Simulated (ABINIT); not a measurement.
Crystal: As.

```
As
1.0
     4.56640    0.00000    0.00000
    -2.28320    3.95462    0.00000
     0.00000    0.00000    2.83374
As
2
Direct
  0.33333 0.66667 0.00000
  0.66667 0.33333 0.00000
```

The cell was built by a generator and needn't be a form met in nature.

```yaml
Program: ABINIT 10.8.3 (patched build)
Task: single point
Functional: PBE
Potentials_or_basis: JTH PAW PBE v2.0
Cutoff: 408 eV
k_mesh: 7 × 7 × 9
Occupations: fermi-dirac, width 0.05 eV
Spin: no spin polarisation
```

On this cell: pressure -0.1 GPa; largest force under 0.003 eV/Å; band gap on the k mesh none (metal or under the smearing width).

The same run follows on a disturbed copy (atoms moved at random, drawn with an rms of 0.05 Å):

```
CELL_PARAMETERS angstrom
4.56640 0.00000 0.00000
-2.28320 3.95462 0.00000
0.00000 0.00000 2.83374
ATOMIC_POSITIONS crystal
As 0.33670 0.67212 0.01110
As 0.67221 0.33843 0.01810
```

Question: What does the disturbed cell give?

Answer: The energy (extrapolated to zero smearing) moves by +0.4 meV/atom; pressure -0.1 GPa; largest force 0.053 eV/Å; band gap on the k mesh none (metal or under the smearing width).

Forces in eV/Å, atoms in the order of the input:
```
As   0.047 -0.007  0.021
As  -0.047  0.007 -0.021
```

Stress tensor (GPa, compression positive):
```
-1.10  0.12  0.00
 0.12 -1.07  0.00
 0.00  0.00  1.73
```
